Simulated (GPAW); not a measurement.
CuI (Marshite):

```
I Cu
1.0
     0.00000    3.03150    3.03150
     3.03150    0.00000    3.03150
     3.03150    3.03150    0.00000
I Cu
1 1
Direct
  0.00000 0.00000 0.00000
  0.75000 0.75000 0.75000
```

Base run:

- Program: GPAW 26.7.0
- Functional: SCAN
- Potentials or basis: GPAW PAW data sets (gpaw-data 1.2.1)
- Cutoff: 600 eV
- Basis: pw
- k mesh: 6 × 6 × 6
- Occupations: fermi-dirac, width 0.05 eV
- Spin: spin-orbit coupling, no magnetisation

Its results: band gap on the k mesh 1.29 eV, direct; pressure -0.8 GPa.

**Question.** The run is repeated on the same cell with these changes: functional from SCAN to r2SCAN; band points from 80 to 60. What comes out?

**Answer.** Band gap on the k mesh 1.43 eV, direct; pressure -0.2 GPa.

Caveats: spin-orbit coupling was added after a scalar SCF, so levels and gaps hold it while energy, forces, pressure and moments don't; this program's spin-orbit splittings come out too wide for heavy elements; the PAW data sets were made with another functional, which shifts forces and pressure a little.

Not every run made on this cell is shown here.
